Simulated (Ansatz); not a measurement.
Here is the system:

CsCl:
```cif
data_ClCs
_chemical_formula_sum 'Cs1 Cl1'
_space_group_name_H-M_alt 'P 1'
_space_group_IT_number 1
_cell_length_a 4.06859
_cell_length_b 4.06859
_cell_length_c 4.06859
_cell_angle_alpha 90.000
_cell_angle_beta 90.000
_cell_angle_gamma 90.000
loop_
_space_group_symop_operation_xyz
  'x, y, z'
loop_
_atom_site_label
_atom_site_type_symbol
_atom_site_fract_x
_atom_site_fract_y
_atom_site_fract_z
_atom_site_occupancy
Cs1 Cs 0.00000 0.00000 0.00000 1
Cl1 Cl 0.50000 0.50000 0.50000 1
```

This is the PBEsol-relaxed structure.

All from DFT-PBEsol in the program Ansatz with PAW potentials, unless another level is named. Predict the gap with spin–orbit coupling.

5.15 eV.

Next, the HSE06 gap on the PBEsol cell?

6.64 eV.

Next, the electron effective mass with spin–orbit coupling, band 1 of 2 at the edge?

1.3 along [100], 0.77 along [110], 0.56 along [111] (mₑ).

And the band gap?

5.23 eV (direct).

Give the valence-band maximum.

at Γ.

Space group Pm-3m (CsCl type). Symmetry was held in the PBEsol relaxation. Spin–orbit coupling is left out wherever it is not named.

Potentials: the earlier of the program's two PAW sets. The files were generated under PBE; for other functionals the program regenerates the frozen cores, and for LDA and PBEsol the local potential too.
